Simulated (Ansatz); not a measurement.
Crystal: BN.

```
N B
1.0
     0.00000    1.81300    1.81300
     1.81300    0.00000    1.81300
     1.81300    1.81300    0.00000
N B
1 1
Direct
  0.25000 0.25000 0.25000
  0.00000 0.00000 0.00000
```

The cell is a database's computed one.

* Program: Ansatz 0.2.0
* Task: relaxation of cell and atoms
* Functional: revPBE
* Dispersion: D4
* Potentials or basis: all-electron LAPW, scalar-relativistic
* Basis error allowed: 0.001 eV/atom
* k mesh: 13 × 13 × 13
* Occupations: fermi-dirac, width 0.05 eV
* Spin: no spin polarisation

At the start: volume 5.96 Å³/atom.

Task: How do energy, volume and symmetry change on relaxing?

Result: Over 5 steps the energy falls by 4.7 meV/atom and the volume is 5.81 Å³/atom (-2.5 %); space group F-43m (No. 216, to 0.05 Å).

Step by step:
```tsv
step	energy change (eV)	largest force (eV/Å)	volume (Å³)
1	0.0000	0.0000	11.92
2	-0.0077	0.0000	11.74
3	-0.0094	0.0000	11.61
4	-0.0094	0.0000	11.61
5	-0.0094	0.0000	11.61
```

Final structure:
```xyz
2
Lattice="0.0000 1.7975 1.7975 1.7975 0.0000 1.7975 1.7975 1.7975 0.0000" Properties=species:S:1:pos:R:3 pbc="T T T"
N     0.8987    0.8987    0.8987
B     0.0000    0.0000    0.0000
```
